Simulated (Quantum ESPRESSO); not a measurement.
Crystal: TiSi2.

```xyz
3
Lattice="4.3746 0.0000 0.0000 -2.1873 3.7885 0.0000 0.0000 0.0000 2.5610" Properties=species:S:1:pos:R:3 pbc="T T T"
Ti    0.0000    0.0000    0.0000
Si    0.0000    2.5257    1.2805
Si    2.1873    1.2628    1.2805
```

The cell was built by a generator and needn't be a form met in nature.

```yaml
Program: Quantum ESPRESSO 7.5
Task: single point
Functional: PBE
Potentials_or_basis: SSSP 1.3 efficiency PBE
Cutoff: 748 eV
Density_cutoff: 5987 eV
k_mesh: 7 × 7 × 10
Occupations: fermi-dirac, width 0.05 eV
Spin: no spin polarisation
```

On this cell: pressure -0.2 GPa; largest force under 0.003 eV/Å; band gap on the k mesh none (metal or under the smearing width).

The same run follows on a disturbed copy (atoms moved at random, drawn with an rms of 0.05 Å):

```
Ti Si
1.0
     4.37464    0.00000    0.00000
    -2.18732    3.78855    0.00000
     0.00000    0.00000    2.56101
Ti Si
1 2
Direct
  0.99981 0.99711 0.01673
  0.33595 0.67828 0.48932
  0.66436 0.33168 0.49950
```

**Question.** What changes?

**Answer.** The energy (extrapolated to zero smearing) moves by +4.6 meV/atom; pressure 0.2 GPa; largest force 0.380 eV/Å; band gap on the k mesh none (metal or under the smearing width).

Forces on the atoms (eV/Å):
```
Ti  -0.064  0.089 -0.126
Si   0.076 -0.355  0.114
Si  -0.012  0.266  0.013
```

Stress tensor (GPa, compression positive):
```
-0.33  0.03  0.09
 0.03  1.39 -0.17
 0.09 -0.17 -0.57
```
